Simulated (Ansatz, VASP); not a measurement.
**Two plane-wave programs on Ti**

```
CELL_PARAMETERS angstrom
-1.64100 1.64100 1.64100
1.64100 -1.64100 1.64100
1.64100 1.64100 -1.64100
ATOMIC_POSITIONS crystal
Ti 0.00000 0.00000 0.00000
```

Alike in both runs: task electric field gradients; functional PBE; k mesh 17 × 17 × 17; occupations fermi-dirac, width 0.08 eV; no spin polarisation.

|  | VASP | Ansatz |
| --- | --- | --- |
| version | VASP 6.6.1 | Ansatz 0.2.0 |
| potentials or method | VASP PAW PBE potentials, release 64 (Ti_sv) | PAW with Ansatz's default frozen-core files, scalar-relativistic |
| plane-wave cutoff (eV) | 520 | 500 |
| valence electrons in the cell | 12 | 12 |

```tsv
	VASP	Ansatz	Ansatz less VASP
pressure (GPa)	-2.5	-2.3	+0.21
Vzz of the field gradient on the site that differs most (V/Å²)	0.0	0.0	0.00
```

With one functional, cell and mesh, what is left measures potentials, basis and numerics.
